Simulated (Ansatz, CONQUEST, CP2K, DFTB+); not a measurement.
## Finding the fault: CP2K, H-capped C nanocrystal (octahedron) (26 atoms)

Program: CP2K 2026.2, a calculation on a cell of 10 C and 16 H, with vacuum.

input.inp

```
&GLOBAL
  PROJECT cell
  RUN_TYPE ENERGY_FORCE
  PRINT_LEVEL LOW
&END GLOBAL
&FORCE_EVAL
  METHOD QS
  &DFT
    BASIS_SET_FILE_NAME BASIS_MOLOPT_UZH
    POTENTIAL_FILE_NAME POTENTIAL_UZH
    &MGRID
      CUTOFF 450
      REL_CUTOFF 50
    &END MGRID
    &QS
      EPS_DEFAULT 1.0E-12
    &END QS
    &SCF
      SCF_GUESS ATOMIC
      EPS_SCF 1.0E-06
      MAX_SCF 25
      &OT
        MINIMIZER CG
        PRECONDITIONER FULL_ALL
        ENERGY_GAP 0.001
      &END OT
      &OUTER_SCF
        EPS_SCF 1.0E-06
        MAX_SCF 1
      &END OUTER_SCF
      &PRINT
        &RESTART OFF
        &END RESTART
      &END PRINT
    &END SCF
    &XC
      &XC_FUNCTIONAL PBE
      &END XC_FUNCTIONAL
    &END XC
    &PRINT
      &MULLIKEN ON
      &END MULLIKEN
      &HIRSHFELD ON
        SHAPE_FUNCTION DENSITY
      &END HIRSHFELD
      &MO_CUBES
        NHOMO 1
        NLUMO 4
        WRITE_CUBE F
      &END MO_CUBES
    &END PRINT
  &END DFT
  &SUBSYS
    &CELL
      A 13.82562 0.00000 0.00000
      B 0.00000 13.82562 0.00000
      C 0.00000 0.00000 13.82562
    &END CELL
    &COORD
      C 11.40647 11.37355 11.51829
      C 9.69781 12.97953 13.12532
      C 11.33332 14.76814 14.72398
      C 13.10363 9.60141 13.10207
      C 14.69289 11.47361 14.93221
      C 13.03309 13.07803 9.54732
      C 14.71876 14.74880 11.62985
      C 13.12140 13.09658 16.57268
      C 13.20187 16.54681 13.16947
      C 16.52278 13.09971 13.08952
[... 12 atom lines left out ...]
      H 11.80150 17.63915 11.88066
      H 14.17690 17.63367 14.25685
      H 17.58612 14.20224 14.34959
      H 17.70865 11.78478 11.84043
    &END COORD
    &KIND C
      BASIS_SET DZVP-MOLOPT-PBE-GTH-q4
      POTENTIAL GTH-PBE-q4
    &END KIND
    &KIND H
      BASIS_SET DZVP-MOLOPT-PBE-GTH-q1
      POTENTIAL GTH-PBE-q1
    &END KIND
  &END SUBSYS
  &PRINT
    &FORCES ON
    &END FORCES
  &END PRINT
&END FORCE_EVAL
```

Started as:

```sh
> OMP_NUM_THREADS=2 cp2k.psmp -i input.inp > output.txt
```

Numbers of over 12 decimals in the logs are rounded to 6 here.

Output:

```text
CP2K| version string:                                       CP2K version 2026.2
 CP2K| Input file name                                                 input.inp
 GLOBAL| Basis set file name                                    BASIS_MOLOPT_UZH
 GLOBAL| Potential file name                                       POTENTIAL_UZH
 GLOBAL| Run type                                                   ENERGY_FORCE
 GLOBAL| Total number of message passing processes                             1
 GLOBAL| Number of threads for this process                                    2
 TOTAL NUMBERS AND MAXIMUM NUMBERS
  Total number of            - Atomic kinds:                                   2
                             - Atoms:                                         26
                             - Shell sets:                                    26
                             - Shells:                                        98
                             - Primitive Cartesian functions:                130
                             - Cartesian basis functions:                    220
[... lines left out ...]
 Number of electrons:                                                         56
[... lines left out ...]
  Step     Update method      Time    Convergence         Total energy    Change
[... lines left out ...]
  Hartree energy:                                              71.823485
  Exchange-correlation energy:                                -18.530388
  Total energy:                                               -62.731468
  outer SCF iter =    1 RMS gradient =   0.42E-02 energy =        -62.7314677943
  ----------------------------------- OT ---------------------------------------
  Minimizer      : CG                  : conjugate gradient
  Preconditioner : FULL_ALL            : diagonalization, state selective
  Precond_solver : DEFAULT
  Line search    : 2PNT                : 2 energies, one gradient
  stepsize       :    0.15000000                  energy_gap     :    0.00100000
  eps_taylor     :   0.10000E-15                  max_taylor     :             4
  ----------------------------------- OT ---------------------------------------
  Step     Update method      Time    Convergence         Total energy    Change
[...]
- OT LS       0.30E-01    1.4                      -62.7555173770
    24 OT CG       0.30E-01    2.6     0.00039208       -62.7555179878 -2.08E-05
     - OT LS       0.21E-01    1.4                      -62.7555252944
    25 OT CG       0.21E-01    2.6     0.00032857       -62.7555273560 -9.37E-06
  Leaving inner SCF loop after reaching    25 steps.
  Electronic density on regular grids:        -55.9999999998        0.0000000002
  Core density on regular grids:               56.0000000000       -0.0000000000
  Total charge density on r-space grids:        0.0000000002
  Total charge density g-space grids:           0.0000000002
  Overlap energy of the core charge distribution:               0.000000
  Self energy of the core charge distribution:               -155.818017
  Core Hamiltonian energy:                                     39.704886
  Hartree energy:                                              71.860396
  Exchange-correlation energy:                                -18.502792
  Total energy:                                               -62.755527
  outer SCF iter =    2 RMS gradient =   0.33E-03 energy =        -62.7555273560
  outer SCF loop FAILED to converge after    2 iterations or   98 steps
 *   ___                                                                       *
 *  /   \                                                                      *
 * [ABORT]                                                                     *
 *  \___/     SCF run NOT converged. To continue the calculation regardless,   *
 *    |             please set the keyword IGNORE_CONVERGENCE_FAILURE.         *
 *  O/|                                                                        *
 * /| |                                                                        *
```

The job ended after 3.5 min (2 threads of Intel Xeon 6975P-C (Granite Rapids), shared host; peak memory 2.1 GiB).

Banners, paths, timers and routine set-up lines are dropped from the logs unmarked, and long logs keep their key lines alone; longer cuts are marked.

Q: Name the fault.

Coordinates in bohr read as angstrom: coordinates scaled by 1.8897. Mend: give the lengths in ångström, or name the unit.

The run ended unconverged.

[Also dropped from logs without a mark: logging warnings of Python, and SIESTA's first energy breakdown and zero terms.]

[Logs are printed without paths, hosts, clocks, repeated set-up lines and the standing remarks that a program may print on its own settings, such as how far it seeks lower states.]

[Hosts, paths, dates, database ids (printed as entryN), source tags and the programs' standing remarks are cut or masked in the printed files.]
